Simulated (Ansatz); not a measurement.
Elastic constants of Li2S (Fm-3m) under pressure

```
CELL_PARAMETERS angstrom
0.00000 2.82731 2.82731
2.82731 0.00000 2.82731
2.82731 2.82731 0.00000
ATOMIC_POSITIONS crystal
Li 0.25000 0.25000 0.25000
Li 0.75000 0.75000 0.75000
S 0.00000 0.00000 0.00000
```

This is the zero-pressure cell. At each pressure cell and atoms are relaxed in this structure, and the constants are slopes of the stress at strains of ±0.005 with relaxed ions (the coefficients that govern stability under load). Level: PBEsol, PAW on Ansatz 0.2.0's default frozen-core files (fitted under PBE), scalar-relativistic; k mesh 8×8×8, strains of ±0.005, fixed occupations, cutoff 420 eV. P is the pressure of the relaxed cell, less that of this one.

```csv
P (GPa),V/V₀,C11 (GPa),C12 (GPa),C44 (GPa)
0.00,1.0000,85.9,20.2,34.2
1.00,0.9774,90.4,23.8,35.9
2.04,0.9566,94.8,27.3,37.5
4.00,0.9221,103.0,34.0,40.1
6.98,?,?,?,?
9.98,0.8432,125.9,53.8,45.9
14.99,0.7955,143.7,69.8,49.2
```

Question: Does the bulk modulus from the constants agree with the pressure-volume curve?

Answer: A third-order Birch-Murnaghan fit to the volumes shown (F against f, f = [(V₀/V)^(2/3) − 1]/2) gives B₀ = 42.1 GPa and B′ = 3.9. Its −V dP/dV stands beside (C11 + 2C12)/3:

| P (GPa) | from P(V) | from the constants |
| --- | --- | --- |
| 0.00 | 42.1 | 42.1 |
| 1.00 | 45.9 | 46.0 |
| 2.04 | 49.8 | 49.8 |
| 4.00 | 57.0 | 57.0 |
| 9.98 | 77.8 | 77.8 |
| 14.99 | 94.4 | 94.4 |

Question: What are the pressure derivatives at zero pressure?

Answer: Slopes at V₀ of quadratic fits in −ln(V/V₀) through the first four rows shown, divided by B₀: dC11/dP = 4.5, dC12/dP = 3.5, dC44/dP = 1.8. The mean slopes up to 2.0 GPa are 4.4, 3.5, 1.6; curvature and scatter of the constants part the two. The combination (dC11/dP + 2 dC12/dP)/3 = 3.8 stands against B′.

Question: Fill the row at 6.98 GPa.

Answer: Cubic fits in −ln(V/V₀) through all rows shown give C11 = 114.7, C12 = 43.9, C44 = 43.3 GPa. Computed: V/V₀ = 0.8788, C11 (GPa) = 114.7, C12 (GPa) = 44.0, C44 (GPa) = 43.3.

Question: Does a shear stiffness soften?

Answer: C44 goes from 34.2 to 49.2 GPa; (C11 − C12)/2 goes from 32.8 to 36.9 GPa. Neither ends more than 3 % under its start, and the lattice stays mechanically stable over this range.

Caveats: no other phase was computed; many crystals of this kind change structure within this range, and rows or crossings beyond such a change describe a metastable lattice; frozen-core PAW files fitted under PBE, their cores solved anew for the functional of the run; phonons weren't checked at these pressures.
